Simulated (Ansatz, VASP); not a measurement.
GaSb in VASP and in Ansatz

```xyz
2
Lattice="0.0000 3.0590 3.0590 3.0590 0.0000 3.0590 3.0590 3.0590 0.0000" Properties=species:S:1:pos:R:3 pbc="T T T"
Ga    0.0000    0.0000    0.0000
Sb    4.5885    4.5885    4.5885
```

Alike in both runs: task single point; functional r2SCAN; k mesh 6 × 6 × 6; occupations gaussian, width 0.05 eV; no spin polarisation.

```csv
,VASP,Ansatz
version,VASP 6.6.1,Ansatz 0.2.0
potentials or method,"VASP PAW PBE potentials, release 64 (Ga_d, Sb)","scalar-relativistic, plane waves, PAW"
plane-wave cutoff (eV),520,500
valence electrons in the cell,18,28
```

VASP gave:

```
gap on the k mesh at the Fermi level (eV) : 0.45
least direct gap on the mesh (eV)         : 0.45
pressure (GPa)                            : 0.5
```

Which values does Ansatz return?

gap on the k mesh at the Fermi level (eV): 0.47; least direct gap on the mesh (eV): 0.47; pressure (GPa): 0.4.

With one functional, cell and mesh, what is left measures potentials, basis and numerics. The two sets of potentials don't hold the same shells in valence.

Caveats: the PAW data sets were made with another functional, which shifts forces and pressure a little (VASP); spin-orbit coupling is left out, which moves the levels of the heavy elements.
